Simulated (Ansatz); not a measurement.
Runs of Ansatz 0.2.0 on NiO. It takes space group Fm-3m (No. 225, cubic). The conventional cell has a = 4.172 Å, b = 4.172 Å, c = 4.172 Å, α = 90.00°, β = 90.00°, γ = 90.00°. Around Ni (site symmetry m-3m) lie 6 O at 2.09 Å. O (site symmetry m-3m) is surrounded by 6 Ni at 2.09 Å. 

```tsv
task	level	spin	U	cell	k mesh	cutoff (eV)	smearing	gap on the mesh (eV)	pressure (GPa)	moment (μB)	relaxed volume (Å³/atom)
relaxation of cell and atoms	LDA	collinear, ferromagnetic start	-	relaxed	11 × 11 × 11	-	fermi-dirac 0.05 eV	-	0.0	0.31	8.27
single point	RPBE	collinear, ferromagnetic start	-	as given	11 × 11 × 11	378	gaussian 0.02 eV	none	(b)	1.85	-
relaxation of cell and atoms	BLYP	collinear, program default start	-	relaxed	11 × 11 × 11	-	tetrahedron	none	0.0	1.96	9.86
relaxation of cell and atoms	BLYP	collinear, ferromagnetic start	-	relaxed	11 × 11 × 11	-	fermi-dirac 0.05 eV	-	0.0	1.89	9.82
density of states	revPBE+U	non-collinear, ferromagnetic start	Ni d U = 5 eV	atoms moved at random, drawn with an rms of 0.1 Å	8 × 8 × 8	409	gaussian 0.1 eV	1.85	19.0	(a)	-
```

Alike in all rows: potentials or basis all-electron LAPW, scalar-relativistic; basis error allowed 0.001 eV/atom.

Problem. Estimate the missing entries.

Solution. (a) 2.00; (b) 13.4.

Caveats: a cell with one magnetic atom can't hold antiferromagnetic order, which such compounds often take (some runs); semilocal functionals often make such compounds metallic where correlation or magnetic order opens a gap, which also shifts bond lengths (some runs); with tetrahedron occupations forces and stress needn't match the slope of the energy (some runs); the magnetic state may not be the lowest (some runs); U is the effective U less J, on atomic orbitals that reach past the spheres (some runs).

A k mesh can miss the band edges.

A gap of «none» marks a metal or a gap under the smearing width.

Runs at the PBE level aren't shown here.
